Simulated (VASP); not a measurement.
Al, 10 atoms in the cell. The cell holds a slab with vacuum, 10 atoms: a = 2.817 Å, b = 3.984 Å, c = 27.679 Å, α = 90.00°, β = 90.00°, γ = 90.00°. The slab is cut from a database's or a generator's crystal, which needn't be the stable form of the element.

| Quantity | Value |
| --- | --- |
| Program | VASP 6.6.1 |
| Task | single point |
| Functional | LDA |
| Potentials or basis | VASP PAW LDA potentials, release 64 (Al) |
| Cutoff | 520 eV |
| k mesh | 14 × 10 × 1 |
| Occupations | methfessel-paxton, width 0.1 eV |
| Spin | no spin polarisation |
| Dipole correction | yes |
| Further INCAR settings | ALGO = Fast; EDIFF = 1e-06; NBANDS = 26 |

Potentials or basis: VASP PAW LDA potentials, release 64 (Al).

Run with:

```sh
$ cat potpaw_LDA.64/Al/POTCAR > POTCAR
$ mpirun -np 4 vasp_std > vasp.out
```

Hardware: 4 MPI ranks on AMD EPYC 9R45 (Zen 5) (shared host).

**Question.** Estimate the wall time of this run.

**Answer.** Wall time 94 s on 4 MPI ranks on AMD EPYC 9R45 (Zen 5) (shared host), peak memory 0.43 GiB a rank. Counts: scf iterations 22, k points 48.
